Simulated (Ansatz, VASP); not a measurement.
# Two plane-wave programs on Ba

```
CELL_PARAMETERS angstrom
0.00000 3.15818 3.15818
3.15818 0.00000 3.15818
3.15818 3.15818 0.00000
ATOMIC_POSITIONS crystal
Ba 0.00000 0.00000 0.00000
```

Alike in both runs: task single point; functional PBE; k mesh 6 × 6 × 6; occupations gaussian, width 0.05 eV; no spin polarisation.

|  | VASP | Ansatz |
| --- | --- | --- |
| version | VASP 6.6.1 | Ansatz 0.2.0 |
| potentials or method | VASP PAW PBE potentials, release 64 (Ba_sv) | scalar-relativistic, plane waves, PAW |
| plane-wave cutoff (eV) | 520 | 600 |
| valence electrons in the cell | 10 | 10 |

```csv
,VASP,Ansatz,Ansatz less VASP
gap on the k mesh at the Fermi level (eV),none,none,-
pressure (GPa),0.0,-0.1,-0.05
```

A gap of «none» marks a metal or a gap that the smearing closes.

The runs have no spin-orbit coupling, so splittings on Ba are missing.
